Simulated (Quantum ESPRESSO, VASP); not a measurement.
Given: the input of a run of Quantum ESPRESSO 7.5 on HfO2. Measurements of this composition are mostly on another form, of space group No. 14.

File pw.in:

```
&CONTROL
  calculation = 'scf'
  prefix = 'pwscf'
  outdir = './tmp'
  pseudo_dir = './pseudo'
  tprnfor = .true.
  tstress = .true.
  disk_io = 'low'
/
&SYSTEM
  ibrav = 0
  nat = 6
  ntyp = 2
  ecutwfc = 60
  ecutrho = 440
  nbnd = 33
  occupations = 'smearing'
  smearing = 'fd'
  degauss = 0.00367493
/
&ELECTRONS
  conv_thr = 1.2d-09
  electron_maxstep = 120
  mixing_beta = 0.5
/
ATOMIC_SPECIES
Hf   178.4900 Hf-sp.oncvpsp.upf
O     15.9990 O.pbe-n-kjpaw_psl.0.1.UPF
CELL_PARAMETERS angstrom
   3.5580193300    0.0000000000    0.0000000000
   0.0000000000    3.5580193300    0.0000000000
   0.0000000000    0.0000000000    5.1718612100
ATOMIC_POSITIONS crystal
Hf     0.0000000000    0.0000000000    0.0000000000
Hf     0.5000000000    0.5000000000    0.5000000000
O      0.0000000000    0.5000000000    0.1972078800
O      0.5000000000    0.0000000000    0.3027921200
O      0.5000000000    0.0000000000    0.8027921200
O      0.0000000000    0.5000000000    0.6972078800
K_POINTS automatic
8 8 5 0 0 0
```

Contents of pp_density.in:

```
&INPUTPP
  prefix = 'pwscf'
  outdir = './tmp'
  filplot = 'density.dat'
  plot_num = 0
/
&PLOT
  nfile = 1
  filepp(1) = 'density.dat'
  iflag = 3
  output_format = 6
  fileout = 'density.cube'
/
```

The input pp_potential.in:

```
&INPUTPP
  prefix = 'pwscf'
  outdir = './tmp'
  filplot = 'potential.dat'
  plot_num = 11
/
&PLOT
  nfile = 1
  filepp(1) = 'potential.dat'
  iflag = 3
  output_format = 6
  fileout = 'potential.cube'
/
```

Potentials or basis: SSSP 1.3 efficiency PBE.

Launch:

```sh
$ OMP_NUM_THREADS=1 pw.x -in pw.in > pw.out
$ OMP_NUM_THREADS=1 pp.x -in pp_density.in > pp_density.out
$ OMP_NUM_THREADS=1 pp.x -in pp_potential.in > pp_potential.out
```

Problem. Translate it to VASP 6.6.1. Potentials or basis there: PBE PAW files Hf_pv, O, 520 eV.

Solution. As run (cutoffs and basis follow the program's own potentials, and thresholds, step limits or extra output files can differ):

File INCAR:

```
PREC     = Accurate       # precision mode
ENCUT    = 520            # plane-wave cutoff, eV
EDIFF    = 1E-7           # SCF threshold, eV
ISMEAR   = -1             # smearing method
SIGMA    = 0.05           # smearing width, eV
LREAL    = F              # projectors in reciprocal space
LASPH    = T              # aspherical terms in the spheres
NELM     = 60             # most SCF steps
ALGO     = Normal         # electronic algorithm
ISIF     = 2              # what is computed and relaxed
LWAVE    = F              # write WAVECAR
LCHARG   = T              # write CHGCAR
GGA      = PE             # functional
LELF     = T              # ELF
LVHAR    = T            
NBANDS   = 31             # bands
```

Contents of KPOINTS:

```
Automatic mesh
0
Gamma
  8 8 5
```

Contents of POSCAR:

```
HfO2
1.0
    3.5580193300      0.0000000000      0.0000000000
    0.0000000000      3.5580193300      0.0000000000
    0.0000000000      0.0000000000      5.1718612100
Hf O
2 4
Direct
    0.0000000000      0.0000000000      0.0000000000
    0.5000000000      0.5000000000      0.5000000000
    0.0000000000      0.5000000000      0.1972078800
    0.5000000000      0.0000000000      0.3027921200
    0.5000000000      0.0000000000      0.8027921200
    0.0000000000      0.5000000000      0.6972078800
```

Potentials or basis: VASP PAW PBE potentials, release 64 (Hf_pv, O).

The run is started by

```console
$ cat potpaw_PBE.64/Hf_pv/POTCAR potpaw_PBE.64/O/POTCAR > POTCAR
$ mpirun -np 1 vasp_std > vasp.out
```

Both were run:

|  | Quantum ESPRESSO | VASP |
| --- | --- | --- |
| Pressure | 7.9 GPa | 6.5 GPa |
| Largest force | 0.081 eV/Å | 0.099 eV/Å |

The potentials hold 48 and 44 valence electrons a cell.

Pressure is positive in compression.
